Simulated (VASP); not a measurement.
A run of VASP 6.6.1 is set up as follows.

The input INCAR:

```
  ALGO = Normal
  EDIFF = 1E-6
  ENCUT = 520
  GGA = PS
  ISIF = 2
  ISMEAR = 0
  LASPH = T
  LCHARG = T
  LELF = T
  LREAL = F
  LVHAR = T
  LWAVE = F
  NBANDS = 16
  NELM = 100
  PREC = Accurate
  SIGMA = 0.1
```

Contents of KPOINTS:

```
k-points
0
Gamma
  6 6 6
```

The input POSCAR:

```
InP
1.0
    0.0000000000      2.9305000000      2.9305000000
    2.9305000000      0.0000000000      2.9305000000
    2.9305000000      2.9305000000      0.0000000000
In P
1 1
Direct
    0.0000000000      0.0000000000      0.0000000000
    0.2500000000      0.2500000000      0.2500000000
```

Potentials or basis: VASP PAW PBE potentials, release 64 (In_d, P).

Run with:

```sh
$ cat potpaw_PBE.64/In_d/POTCAR potpaw_PBE.64/P/POTCAR > POTCAR
$ mpirun -np 1 vasp_std > vasp.out
```

Task: Predict the band gap on the k mesh.

Result: 0.61 eV, direct.

Task: What does it give for the pressure?

Result: 0.6 GPa.

Caveat: the PAW data sets were made with another functional, which shifts forces and pressure a little; spin-orbit coupling is left out, which moves the levels of the heavy elements.

**The experiment to reproduce.**

From a printed reference work, data compilation, for a bulk crystal of InP at 1.6 K: band gap 1.4236 eV (direct).

Measured gap of InP: 1.4236 eV (direct; 1.6 K; a printed reference work, data compilation). This calculation gives 0.61 eV (-0.81 eV). Spin-orbit coupling on In is left out. The value is that of PBEsol, without temperature or zero-point motion. Semilocal functionals fall short of measured gaps as a rule.
